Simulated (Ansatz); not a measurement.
Reactions of `Oc1ccccn1`.

Gas-phase electronic energies from Ansatz, PBE0-D4/def2-TZVP geometries. CBS: MP2 limit from def2 TZ/QZ plus the TZ coupled-cluster correction, frozen cores. This one scheme is used for every species, atoms too. DFT in def2-TZVPP. Open shells (•) are unrestricted, without spin–orbit coupling. Spin–orbit coupling would lower the free atoms: a little for C, O. Each species was taken in one conformer, which may not be the lowest.

| reaction | CCSD(T)/CBS(def2) (kcal/mol) |
| --- | --- |
| `Oc1ccccn1` → `Oc1ccncc1` | 7.4 |
| `Oc1ccccn1` + CH₄ → `Cc1ccccn1` + H₂O | 0.7 |
| `Oc1ccccn1` → 5 C• + 5 H• + N• + O• | ? |
| `Oc1ccccn1` → `O=Cc1ccc[nH]1` | 10.8 |
| `Oc1ccccn1` + H₂ → pyridine + H₂O | -11.2 |

Task: Fill in the missing values. (An estimate is asked.)

Result: Computed: `Oc1ccccn1` → 5 C• + 5 H• + N• + O•: +1347.1 kcal/mol.

Largest T1 diagnostic: 0.014, for `O=Cc1ccc[nH]1`.
